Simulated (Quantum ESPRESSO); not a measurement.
Crystal: PtSe2 (Sudovikovite).

```
CELL_PARAMETERS angstrom
3.72400 0.00000 0.00000
-1.86200 3.22508 0.00000
0.00000 0.00000 5.06200
ATOMIC_POSITIONS crystal
Pt 0.00000 0.00000 0.00000
Se 0.66667 0.33333 0.75000
Se 0.33333 0.66667 0.25000
```

Base run:

- Program: Quantum ESPRESSO 7.5
- Functional: LDA
- Potentials or basis: GBRV 1.5 LDA
- Cutoff: 612 eV
- Density cutoff: 4898 eV
- k mesh: 8 × 8 × 5
- Occupations: fermi-dirac, width 0.05 eV
- Spin: no spin polarisation

Its results: band gap on the k mesh none (metal or under the smearing width); pressure -0.7 GPa; largest force 0.203 eV/Å.

Q: The run is repeated on the same cell with these changes: functional from LDA to PBEsol; potentials or basis from GBRV 1.5 LDA to GBRV 1.5 PBEsol. What comes out?

A: Band gap on the k mesh none (metal or under the smearing width); pressure 1.8 GPa; largest force 0.332 eV/Å.

Caveats: spin-orbit coupling is left out, which moves the levels of the heavy elements (some runs).
